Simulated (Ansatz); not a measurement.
Write a Python script for Ansatz 0.2.0 through its Python package that makes a calculation of the dielectric tensor and Born charges of CuI, space group P-3m1. Settings: LDA, PAW, cutoff 510 eV, 6×6×4 k-points, fixed occupations.

```xyz
4
Lattice="4.1286 0.0000 0.0000 -2.0643 3.5755 0.0000 0.0000 0.0000 7.4781" Properties=species:S:1:pos:R:3 pbc="T T T"
Cu    2.0643    1.1918    4.4117
Cu    0.0000    2.3837    3.0664
I     0.0000    2.3837    5.6441
I     2.0643    1.1918    1.8340
```

The script, `run_eps.py`:
```python
"""Response of CuI to an electric field."""

import ansatz
import numpy as np

cell = (
    ansatz.Lattice.from_parameters(4.128618, 4.128618, 7.478106, alpha=90, beta=90, gamma=120)
    .space_group(164)
    .atom("Cu", (2 / 3, 1 / 3, 0.589952))
    .atom("I", (1 / 3, 2 / 3, 0.754748))
)

# an insulator: whole occupations
model = (
    cell.calculation()
    .basis(510)
    .kpoints(mesh=(6, 6, 4), center="gamma")
    .functional("lda")
    .occupations("fixed")
    .dielectric()
)
out = model.run()
response = out.dielectric
eps = np.asarray(response.eps_inf)

print("eps_inf")
print(np.round(eps, 3) + 0.0)
for index, (site, z) in enumerate(zip(out.lattice.sites, response.zstar_e)):
    print("Born charge tensor of", site.symbol, index)
    print(np.round(z, 3) + 0.0)
print(f"charge neutrality missed by {response.zstar_sum_residual_pre_e:.4f} e before the sum rule")
```

```console
$ python run_eps.py
eps_inf
[[6.001 0.    0.   ]
 [0.    6.001 0.   ]
 [0.    0.    4.916]]
Born charge tensor of Cu 0
[[1.068 0.    0.   ]
 [0.    1.068 0.   ]
 [0.    0.    0.675]]
Born charge tensor of Cu 1
[[1.068 0.    0.   ]
 [0.    1.068 0.   ]
 [0.    0.    0.675]]
Born charge tensor of I 2
[[-1.068  0.     0.   ]
 [ 0.    -1.068  0.   ]
 [ 0.     0.    -0.675]]
Born charge tensor of I 3
[[-1.068  0.     0.   ]
 [ 0.    -1.068  0.   ]
 [ 0.     0.    -0.675]]
charge neutrality missed by 0.0005 e before the sum rule
```

No spin polarisation was allowed. The Fermi level of a run with fixed occupations marks the highest occupied state on its mesh, not mid-gap. Averages over directions belong to no single polarisation, least of all in layered crystals. Without a Hubbard U or exact exchange, semilocal functionals often make such 3d compounds metallic or too weakly gapped. The structure comes from a database of computed cells and needn't be a stable or known phase. This is the electronic (clamped-ion) response; a semilocal gap that is too small tends to raise it. The typed mesh is that of the SCF; the response is solved on denser meshes that the run picks. Hardware and time: 9.7 min on 1 thread of Arm Neoverse V1 (shared host), peak memory 2.1 GiB.
